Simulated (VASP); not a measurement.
Sm: single point with PBE

Crystal: Sm.

```
CELL_PARAMETERS angstrom
-1.81730 1.81730 2.56099
1.81730 -1.81730 2.56099
1.81730 1.81730 -2.56099
ATOMIC_POSITIONS crystal
Sm 0.00000 0.00000 0.00000
```

This isn't the form of Sm at room conditions, which is rhombohedral.

| Quantity | Value |
| --- | --- |
| Program | VASP 6.6.1 |
| Task | single point |
| Functional | PBE |
| Potentials or basis | VASP PAW PBE potentials, release 64 (Sm) |
| Cutoff | 900 eV |
| k mesh | 11 × 11 × 11 |
| Occupations | methfessel-paxton, width 0.05 eV |
| Spin | collinear spin, ferromagnetic start |
| Starting moments | [5.0] μB |
| Further INCAR settings | ADDGRID = False; ALGO = Normal; EDIFF = 1e-08 |

```json
{
 "Pressure": "2.9 GPa",
 "Band gap on the k mesh": "none (metal or under the smearing width)",
 "Net moment": "6.57 μB per cell",
 "Site moments": "Sm +5.71 μB",
 "Valence electrons inside the program's atomic spheres": "Sm 13.66"
}
```

Levels at points of the mesh, in eV from the Fermi level:
Spin up:
```
           k point  band 9  band 10  band 11  band 12  band 13  band 14  band 15
(0.00, 0.00, 0.00)   -0.23    -0.21    -0.21    -0.21     1.80     1.80     1.83
```
Spin down:
```csv
k point,band 3,band 4,band 5,band 6,band 7,band 8
"(0.00, 0.00, 0.00)",-17.05,-17.04,-3.24,2.93,3.08,3.08
```

Run time: 5.5 min on 1 thread of Intel(R) Xeon(R) Platinum 8488C (Sapphire Rapids), with other jobs on the host, peak memory 0.45 GiB.

Caveat: the magnetic or orbital state may not be the lowest; spin-orbit coupling is left out, which moves the levels of the heavy elements. The state reached can hang on the start; a lower one may exist.
